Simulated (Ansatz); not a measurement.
Runs of Ansatz 0.2.0 on CrCuO2. It takes space group R-3m (No. 166, trigonal). The conventional cell has a = 2.973 Å, b = 2.973 Å, c = 17.100 Å, α = 90.00°, β = 90.00°, γ = 120.00°. Around Cu (site symmetry -3m) lie 2 O at 1.85 Å. Cr (site symmetry -3m) has 6 O at 1.99 Å as nearest neighbours. O (site symmetry 3m) is surrounded by 1 Cu at 1.85 Å and 3 Cr at 1.99 Å. 

| task | level | potentials or basis | U | cell | k mesh | cutoff (eV) | smearing | points for each segment of the path | atoms under strain | hubbard projectors | double counting | gap on the mesh (eV) | pressure (GPa) | moment (μB) | relaxed volume (Å³/atom) | largest force (eV/Å) |
| --- | --- | --- | --- | --- | --- | --- | --- | --- | --- | --- | --- | --- | --- | --- | --- | --- |
| relaxation of cell and atoms | LDA | Ansatz PAW | - | relaxed | 10 × 10 × 10 | 420 | fermi-dirac 0.05 eV | - | - | - | - | 0.56 | 0.0 | 3.00 | 10.35 | - |
| band structure | BLYP | Ansatz PAW | - | as given | 10 × 10 × 10 | 420 | fermi-dirac 0.05 eV | 14 | - | - | - | 1.08 | 10.3 | 3.00 | - | 0.08 |
| band structure | SVWN5 | Ansatz PAW | - | as given | 10 × 10 × 10 | 420 | fermi-dirac 0.05 eV | 14 | - | - | - | 0.75 | -10.3 | 3.00 | - | 0.08 |
| elastic constants | PBE | Ansatz PAW | - | as given | 9 × 9 × 9 | 420 | gaussian 0.01 eV | - | clamped | - | - | 1.11 | (a) | 3.00 | - | 0.03 |
| relaxation of cell and atoms | PBEsol+U | Ansatz PAW | Cr d U = 3 eV, Cu d U = 5.3 eV | relaxed | 10 × 10 × 10 | 420 | fermi-dirac 0.05 eV | - | - | ortho-atomic (the default) | fll (the default) | 1.93 | 0.0 | 3.00 | (b) | - |
| single point | PBE | Ansatz PAW | - | as given | 10 × 10 × 10 | 250 | fermi-dirac 0.05 eV | - | - | - | - | 1.11 | -1.5 | 3.00 | - | 0.90 |

Alike in all rows: spin collinear, ferromagnetic start.

Task: Estimate the missing entries.

Result: (a) 4.1; (b) 10.97.

Caveats: only a ferromagnetic start was run, and an antiferromagnetic order may lie lower in energy; the PAW data sets come from PBE, with cores solved anew for the run's functional, which leaves a small shift of forces and pressure (some runs); the plane-wave basis is chosen anew once the cell has moved, so the energies of steps on either side of that aren't comparable (some runs); the cell is more than 3 GPa from zero pressure, which shifts response properties (some runs); odd divisions of the mesh miss points on the zone boundary, where band edges often lie, so the gap on the mesh can be too wide (some runs); the magnetic or orbital state may not be the lowest (some runs); the pressure holds a Pulay correction of +144.5 GPa for the finite cutoff (some runs).

A k mesh can miss the band edges.
